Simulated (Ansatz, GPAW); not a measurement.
# Ballistic transport through a Bi chain with a Cl atom bridging one bond, cheap and dear, part 3 of 3

How well does a Bi chain with a Cl atom bridging one bond conduct at low bias, and how far do basis and functional move the answer?

GPAW 26.7.0 and Ansatz 0.2.0; Ansatz plane waves; Landauer transmission by layers, zero bias (the session's first sound run).

So far, transmission at the Fermi level (one spin): step 2 (plane waves, LDA) 1.36; step 3 (double-zeta polarised basis, PBE, GPAW) 1.34; step 4 (single-zeta polarised basis, PBE, GPAW) 1.30; step 5 (GPAW, sz: basis = "sz(dzp)", PBE, GPAW) 1.32; step 6 (RPBE in the dzp basis: xc = "RPBE") 1.34.

### 9. Functional PBEsol, smearing 0.2, broadening 1e-05

The functional moves levels against the Fermi level. Smearing helps the SCF of a metal converge, but it blurs occupations at band edges near the Fermi level. The broadening keeps the Green's functions finite; too large a value absorbs electrons where channels are open and leaks them where none are.

This step: GPAW LCAO, PAW setups; Landauer transmission from Green's functions with principal layers (ASE), zero bias (GPAW 26.7.0).

Contents of run.py:

```python
import json
import numpy as np
from ase import Atoms
from ase.transport.calculators import TransportCalculator
from gpaw import GPAW, FermiDirac
from gpaw.lcao.tools import get_lcao_hamiltonian
from scipy.linalg import eigh

# The junction with lead layers at both ends, along the third cell vector
device = Atoms(
    ['Bi', 'Bi', 'Bi', 'Bi', 'Cl', 'Bi', 'Bi', 'Bi', 'Bi'],
    positions=[
        [4.50000, 4.50000, 1.45000],
        [4.50000, 4.50000, 4.35000],
        [4.50000, 4.50000, 7.25000],
        [4.50000, 4.50000, 10.15000],
        [6.22274, 4.50000, 11.70000],
        [4.50000, 4.50000, 13.25000],
        [4.50000, 4.50000, 16.15000],
        [4.50000, 4.50000, 19.05000],
        [4.50000, 4.50000, 21.95000]],
    cell=[[9.0, 0.0, 0.0], [0.0, 9.0, 0.0], [0.0, 0.0, 23.4]],
    pbc=True)

# One principal layer of the lead: the first 2 atoms of the device
lead = Atoms(
    ['Bi', 'Bi'],
    positions=[
        [4.50000, 4.50000, 1.45000],
        [4.50000, 4.50000, 4.35000]],
    cell=[[9.0, 0.0, 0.0], [0.0, 9.0, 0.0], [0.0, 0.0, 5.8]],
    pbc=True)

settings = dict(mode='lcao', basis='dzp', xc='PBEsol', h=0.2,
                occupations=FermiDirac(0.2), maxiter=250,
                mixer=dict(beta=0.1, nmaxold=8, weight=100.0),
                convergence=dict(density=0.0001))
energies = np.arange(-2, 2 + 1e-9, 0.05)
eta = 1e-05
n1, n2 = 1, 1
# k and -k transmit alike, so half of the mesh across the current serves
mesh = [(i, j) for i in range(n1) for j in range(n2) if (i, j) <= (-i % n1, -j % n2)]
weights = np.array([1 if (i, j) == (-i % n1, -j % n2) else 2 for i, j in mesh]) / (n1 * n2)

# [... helper functions left out ...]
fermi_lead = ground_state(lead, (1, 1, 19), 'lead.txt')
fermi_device = ground_state(device, (1, 1, 3), 'device.txt')
# [... loop over the mesh left out, but for ...]
        # Shift the lead onto the potential of the device's first layer
        shift = ((H[:, 0, 0] - H0[:, 0, 0]) / S0[0, 0]).real.mean()
# [...]
kT = 8.617333e-5 * 300
bias = [0.1, 0.2, 0.5, 1.0, 1.5, 2.0]
# [... integrals and printing left out ...]
```

The run is started by

```console
OMP_NUM_THREADS=1 OPENBLAS_NUM_THREADS=2 python run.py
```

The log of the run:

```text
FileNotFoundError: Could not find required PAW dataset file "Bi.PBEsol".
```

Wall time 0.61 s (2 threads of AMD EPYC 9R45, shared host); peak memory 0.11 GiB.

The program refused the input before any cycle.

The program's message: “FileNotFoundError: Could not find required PAW dataset file "Bi.PBEsol".”

### 10. A second varied run

A last run, with other settings again.

Changes to run.py since step 9:

```diff
@@ -33,4 +33,4 @@
 
-settings = dict(mode='lcao', basis='dzp', xc='PBEsol', h=0.2,
-                occupations=FermiDirac(0.2), maxiter=250,
+settings = dict(mode='lcao', basis='dzp', xc='PBE', h=0.2,
+                occupations=FermiDirac(0.1), maxiter=60,
                 mixer=dict(beta=0.1, nmaxold=8, weight=100.0),
@@ -38,3 +38,3 @@
 energies = np.arange(-2, 2 + 1e-9, 0.05)
-eta = 1e-05
+eta = 0.2
 n1, n2 = 1, 1
```

The log of the run:

```text
basis functions: device 197, principal layer 46
Fermi level: lead -2.8498 eV, device -2.6163 eV; lead shifted by 0.0025 eV
largest coupling past the next layer 5.83e-06 eV, largest misfit of the first layer 0.037 eV
  E-E_F (eV)   T (one spin)  [channel counts left out]
    -2.000    2.7737e-01
    -1.950    2.8614e-01
    -1.900    2.9383e-01
    -1.850    3.0038e-01
    -1.800    3.0573e-01
    -1.750    3.0979e-01
    -1.700    3.1249e-01
    -1.650    3.1372e-01
    -1.600    3.1339e-01
    -1.550    3.1146e-01
    -1.500    3.0813e-01
    -1.450    3.0398e-01
    -1.400    2.9995e-01
    -1.350    2.9694e-01
    -1.300    2.9542e-01
    -1.250    2.9534e-01
[...]
1.650    2.3687e-01
     1.700    2.1393e-01
     1.750    1.8889e-01
     1.800    1.6257e-01
     1.850    1.3613e-01
     1.900    1.1067e-01
     1.950    8.6925e-02
     2.000    6.5334e-02
conductance at 300 K: 0.38103 G0 a cell; thermopower -1.17 uV/K
current from the zero-bias T(E) at 0.1 V: 2.9519 uA
current from the zero-bias T(E) at 0.2 V: 5.9023 uA
current from the zero-bias T(E) at 0.5 V: 14.729 uA
current from the zero-bias T(E) at 1.0 V: 29.27 uA
current from the zero-bias T(E) at 1.5 V: 43.449 uA
current from the zero-bias T(E) at 2.0 V: 57.087 uA
```

Run time: 19 s. Hardware: 2 threads; peak memory 0.81 GiB.

The run finished. A setting was moved off its sound value on purpose, so it serves as a test and not as the result.

The fault put into the input: a broadening of tenths of an eV (eta = 0.2).

Side by side:

```tsv
quantity	this run	sound run	difference
conductance (G₀)	0.38103	1.3425	-0.961
largest coupling past the next principal layer (eV)	5.832e-6	5.832e-6	-5.6e-17
largest misfit of the first principal layer (eV)	0.037313	0.037313	-7.6e-15
shift that aligns the lead (eV)	0.0025223	0.0025223	3.4e-14
transmission at the Fermi level (one spin)	0.38113	1.3430	-0.962
```

The two runs differ clearly in the transmission at the Fermi level (one spin): 0.381 against 1.34.

### 11. Results

| Item | Value |
| --- | --- |
| conductance | 1.34 G₀ |
| transmission at the Fermi level, mean of the spins | 1.34 |
| thermopower | about 0 (under 1.5 μV/K) |

What this shows: In the dzp basis the junction conducts 1.34 G₀ at 300 K, with T = 1.34 a spin at the Fermi level; the sz basis reaches that conductance within 10 %. Plane waves (LDA) give T = 1.36 there. At the Fermi level the three most open eigenchannels pass 1.00, 0.31 and 0.034. Measured against the first run (pw-lda), the nearest curve is that of sz (r.m.s. 0.044) and the farthest that of szp (0.083). Over the compared runs wall time goes from 13 s (sz) to 59 s (pw-lda), on a shared host. The geometry was built from estimated bond lengths and not relaxed, so the numbers describe this model structure. The run had no spin polarisation, so a magnetic state, which chains and small molecules with open shells often have, wasn't tested. Spin-orbit coupling is left out, which matters for the heavy atoms here. An evenly spaced straight chain is an idealisation: free chains tend to dimerise, zigzag or, where a band edge lies near the Fermi level, turn magnetic. The currents use the zero-bias T(E) throughout, which holds only while the bias is small against the distance to the nearest feature. The energy step is wider than the thermal energy, so the conductance and thermopower rest on interpolation of T(E).

[Logs are printed without paths, hosts, clocks, repeated set-up lines and the standing remarks that a program may print on its own settings, such as how far it seeks lower states.]

[Hosts, paths, dates, database ids (printed as entryN), source tags and the programs' standing remarks are cut or masked in the printed files.]
